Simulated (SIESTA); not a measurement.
Runs of SIESTA 5.4.2 on SnSe. The cell holds a slab with vacuum, 4 atoms: a = 4.285 Å, b = 4.285 Å, c = 10.991 Å, α = 90.00°, β = 90.00°, γ = 90.00°. 

| task | level | potentials or basis | k mesh | wannier functions | bands left out below | wannier mesh | V0 of scaled cells (Å³/atom) | B0 (GPa) | largest force (eV/Å) |
| --- | --- | --- | --- | --- | --- | --- | --- | --- | --- |
| Wannier functions | PBEsol | PseudoDojo 0.4 standard (PBEsol files), SZP (energy shift 0.003 Ry) | 4 × 4 × 2 | 30 | 0 | 4 × 4 × 2 | - | - | 0.65 |
| band structure | LDA | PseudoDojo 0.4 standard (LDA files), DZP (energy shift 0.003 Ry; two zetas on semicore shells) | 6 × 6 × 3 | - | - | - | - | - | (b) |
| equation of state | LDA | PseudoDojo 0.4 standard (LDA files), DZP (energy shift 0.003 Ry; two zetas on semicore shells) | 6 × 6 × 3 | - | - | - | (a) | 30 | - |
| equation of state | PBEsol | PseudoDojo 0.4 standard (PBEsol files), DZP (energy shift 0.003 Ry; two zetas on semicore shells) | 6 × 6 × 3 | - | - | - | 51.04 | 29 | - |

Alike in all rows: no spin polarisation; cell as given; smearing fermi-dirac 0.05 eV; grid cutoff 500 Ry; energy shift 0.003 Ry.

Problem. Estimate the missing entries.

Solution. (a) 49.79; (b) 0.26.

Caveats: the basis of atomic orbitals isn't converged, which shifts pressures, moduli and gaps; the cell was scaled at fixed shape and fractional positions, which overstates the stiffness of a crystal with free parameters, most of all of layers and chains (some runs).

Not every run made on this cell is shown here.
